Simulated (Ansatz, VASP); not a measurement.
**IrO2: VASP beside Ansatz**

File INCAR:

```
PREC = Accurate
ENCUT = 520
EDIFF = 1E-6
ISMEAR = 0
SIGMA = 0.05
LREAL = False
LASPH = True
NELM = 80
ALGO = Fast
ISIF = 2
LWAVE = False
LCHARG = True
GGA = PE
LELF = True
LVHAR = True
NBANDS = 30
```

File KPOINTS:

```
Automatic mesh
0
Gamma
  6 6 10
```

Contents of POSCAR:

```
IrO2
1.0
    4.5296984887      0.0000000000      0.0000000000
    0.0000000000      4.5296984887      0.0000000000
    0.0000000000      0.0000000000      3.1787485061
Ir O
2 4
Direct
    0.0000000000      0.0000000000      0.0000000000
    0.5000000000      0.5000000000      0.5000000000
    0.3082743421      0.3082743421      0.0000000000
    0.1917256579      0.8082743421      0.5000000000
    0.6917256579      0.6917256579      0.0000000000
    0.8082743421      0.1917256579      0.5000000000
```

Input for Ansatz:

```yaml
crystal:
  lattice:
    - [4.5296984887, 0.0, 0.0]
    - [0.0, 4.5296984887, 0.0]
    - [0.0, 0.0, 3.1787485061]
  atoms:
    - { symbol: Ir, position: [0.0, 0.0, 0.0] }
    - { symbol: Ir, position: [0.5, 0.5, 0.5] }
    - { symbol: O, position: [0.3082743421, 0.3082743421, 0.0] }
    - { symbol: O, position: [0.1917256579, 0.8082743421, 0.5] }
    - { symbol: O, position: [0.6917256579, 0.6917256579, 0.0] }
    - { symbol: O, position: [0.8082743421, 0.1917256579, 0.5] }
basis:
  ecutwfc: 420
  ecutrho_ratio: 4
kpoints:
  mp_grid: { grid: [6, 6, 10] }
  band_path:
    path:
      - [[0.0, 0.0, 0.0], [0.0, 0.5, 0.0], [0.5, 0.5, 0.0], [0.0, 0.0, 0.0], [0.0, 0.0, 0.5], [0.0, 0.5, 0.5], [0.5, 0.5, 0.5], [0.0, 0.0, 0.5]]
      - [[0.0, 0.5, 0.0], [0.0, 0.5, 0.5]]
      - [[0.5, 0.5, 0.0], [0.5, 0.5, 0.5]]
    npoints: 14
hamiltonian:
  xc: pbe
scf:
  occupations: { method: gaussian, width: 0.05 }
  n_extra_bands: 19
output:
  forces: true
  stress: true
  eigenvalues: true
  populations: true
  dos: { projected: true, de: 0.02, nscf_kmesh: { grid: [9, 9, 15] } }
  bader: true
```

Alike in both runs: task single point; functional PBE; k mesh 6 × 6 × 10; occupations gaussian, width 0.05 eV; no spin polarisation.

|  | VASP | Ansatz |
| --- | --- | --- |
| version | VASP 6.6.1 | Ansatz 0.2.0 |
| potentials or method | VASP PAW PBE potentials, release 64 (Ir, O) | scalar-relativistic, plane waves, PAW |
| plane-wave cutoff (eV) | 520 | 420 |
| valence electrons in the cell | 42 | 58 |

|  | VASP | Ansatz | Ansatz less VASP |
| --- | --- | --- | --- |
| gap on the k mesh at the Fermi level (eV) | none | none | - |
| pressure (GPa) | 2.3 | 0.0 | -2.32 |
| largest component of the traceless stress (GPa) | 0.54 | 0.00 | -0.542 |

A gap of «none» marks a metal or a gap that the smearing closes. The two sets of potentials don't hold the same shells in valence.

Spin-orbit coupling is left out, which matters for the levels of Ir.
